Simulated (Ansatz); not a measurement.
Runs of Ansatz 0.2.0 on Cd. It takes space group Fm-3m (No. 225, cubic). The conventional cell has a = 4.436 Å, b = 4.436 Å, c = 4.436 Å, α = 90.00°, β = 90.00°, γ = 90.00°. Around Cd (site symmetry m-3m) lie 12 Cd at 3.14 Å. This isn't the form of Cd at room conditions, which is hcp.

| task | level | potentials or basis | spin | cell | k mesh | cutoff (eV) | smearing | points for each segment of the path | atoms under strain | gap on the mesh (eV) | pressure (GPa) |
| --- | --- | --- | --- | --- | --- | --- | --- | --- | --- | --- | --- |
| electron localisation function | BLYP+D3(BJ) | SSSP precision PAW | off | volume scaled by 1.08 | 10 × 10 × 10 | 1361 | fermi-dirac 0.01 eV | - | - | none | -3.2 |
| single point | PBE | Ansatz PAW | off | cell strained at random at fixed volume | 10 × 10 × 10 | 420 | fermi-dirac 0.05 eV | - | - | none | 2.2 |
| band structure | BLYP | Ansatz PAW | non-collinear, ferromagnetic start, SOC | as given | 10 × 10 × 10 | 420 | methfessel-paxton 0.05 eV | 14 | - | none | 7.0 |
| single point | B3LYP | PseudoDojo standard (PBE files) | off | as given | 8 × 8 × 8 | 1388 | fermi-dirac 0.1 eV | - | - | none | (a) |
| elastic constants | RPBE+D4 | PseudoDojo standard (PBE files) | off | as given | 7 × 7 × 7 | 1388 | fermi-dirac 0.15 eV | - | relaxed | none | -0.7 |
| single point | PBE | Ansatz PAW | off | as given | 10 × 10 × 10 | 420 | fermi-dirac 0.05 eV | - | - | none | (b) |
| band structure | PBE+D3(BJ) | SSSP precision PAW | off | cell strained at random at fixed volume | 10 × 10 × 10 | 1361 | methfessel-paxton 0.01 eV | 14 | - | none | -1.1 |

Question: Fill in the values left out.

Answer: (a) 5.6; (b) 2.3.

Caveats: pairwise dispersion overbinds metals, which lowers pressure and volume (some runs); the thresholds are loose for stress (some runs); the potentials were made for another functional, which shifts forces and pressure (some runs); the PAW data sets come from PBE, with cores solved anew for the run's functional, which leaves a small shift of forces and pressure (some runs); the starting moments weren't kept (some runs); elastic constants of metals need much finer meshes, so these are rough (some runs).

A k mesh can miss the band edges, and rows without SOC leave out spin-orbit coupling on Cd.

A gap of «none» marks a metal or a gap under the smearing width.
